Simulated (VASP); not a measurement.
Write the native input for VASP 6.6.1 that does the following.

```
Task                   : relaxation of cell and atoms
Functional             : r2SCAN
Potentials or basis    : VASP PAW PBE potentials, release 64 (Mo_sv)
Cutoff                 : 600 eV
k mesh                 : 16 × 16 × 16
Occupations            : methfessel-paxton, width 0.1 eV
Spin                   : no spin polarisation
Target pressure        : 45 GPa
Further INCAR settings : ALGO = Normal; EDIFF = 1e-07; IBRION = 2; EDIFFG = -0.005; NSW = 90; ISIF = 3
Target pressure        : 45 GPa
```

The structure of Mo lies in POSCAR:

```
Mo                                      
1.0
   -1.5117086142      1.5117086142      1.5117086142
    1.5117086142     -1.5117086142      1.5117086142
    1.5117086142      1.5117086142     -1.5117086142
  Mo            
     1
Direct
     0.0000000000000000    0.0000000000000000    0.0000000000000000
```

These files were run (other wordings do the same):

INCAR

```
PREC     = Accurate       # precision mode
ENCUT    = 600            # plane-wave cutoff, eV
EDIFF    = 1E-7           # SCF threshold, eV
ISMEAR   = 1              # smearing method
SIGMA    = 0.1            # smearing width, eV
LREAL    = F              # projectors in reciprocal space
LASPH    = T              # aspherical terms in the spheres
NELM     = 80             # most SCF steps
ALGO     = Normal         # electronic algorithm
ISIF     = 3              # what is computed and relaxed
LWAVE    = F              # write WAVECAR
LCHARG   = F              # write CHGCAR
METAGGA  = R2SCAN         # meta-GGA
LMIXTAU  = T            
IBRION   = 2              # ionic algorithm
NSW      = 90             # ionic steps
EDIFFG   = -0.005         # ionic threshold
PSTRESS  = 450.0        
KPAR     = 2
```

KPOINTS

```
Automatic mesh
0
Gamma
  16 16 16
```

Potentials or basis: VASP PAW PBE potentials, release 64 (Mo_sv).

The run is started by

```sh
$ cat potpaw_PBE.64/Mo_sv/POTCAR > POTCAR
$ mpirun -np 2 vasp_std > vasp.out
```

It gave:

```json
{
 "Pressure after relaxing": "45.0 GPa",
 "Band gap on the k mesh": "none (metal or under the smearing width)"
}
```

Caveat: the relaxation stopped at its first step, so nothing moved; the cell is relaxed towards a set pressure, so the enthalpy falls and the energy may rise; the PAW data sets were made with another functional, which shifts forces and pressure a little.

Run time: 84 s on 2 MPI ranks on Intel(R) Xeon(R) Platinum 8259CL CPU @ 2.50GHz (Skylake/Cascade Lake), with other jobs on the host, peak memory 0.15 GiB a rank.
